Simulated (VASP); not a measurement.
# AlCu3 under changes of volume

One of the cells (12.272 Å³/atom); the others are scaled copies at fixed shape and fractional positions:

```
CELL_PARAMETERS angstrom
3.66147 0.00000 0.00000
0.00000 3.66147 0.00000
0.00000 0.00000 3.66147
ATOMIC_POSITIONS crystal
Cu 0.00000 0.50000 0.50000
Cu 0.50000 0.00000 0.50000
Cu 0.50000 0.50000 0.00000
Al 0.00000 0.00000 0.00000
```

The cell comes from a database or a generator and needn't be the stable form of this composition.

- Program: VASP 6.6.1
- Functional: PBEsol
- Potentials or basis: VASP PAW PBE potentials, release 64 (Cu, Al)
- Cutoff: 520 eV
- k mesh: 7 × 7 × 7
- Occupations: fermi-dirac, width 0.05 eV
- Spin: no spin polarisation

| volume (Å³/atom) | energy over the lowest point (meV/atom) | pressure (GPa) |
| --- | --- | --- |
| 11.309 | ? | ? |
| 11.550 | 7.19 | 6.5 |
| 11.790 | 0.00 | 3.0 |
| 12.272 | 0.17 | -3.0 |
| 12.512 | 6.53 | -5.6 |
| 12.753 | 16.45 | -7.8 |

Question: What does the run at 11.309 Å³/atom give?

Answer: Energy over the lowest point 20.00 meV/atom; pressure 10.4 GPa.

Worked out: A Birch-Murnaghan fit of order 3 (a polynomial in V^(-2/3)) to the other rows has its minimum at 12.02 Å³/atom with B0 = V·E''(V) = 150 GPa and B' = 4.8. It gives 20.11 meV/atom at 11.309 Å³/atom, against the run's 20.00, and -dE/dV = 10.6 GPa, against 10.4.

Energies are extrapolated to zero smearing.

Caveats: the PAW data sets were made with another functional, which shifts forces and pressure a little.
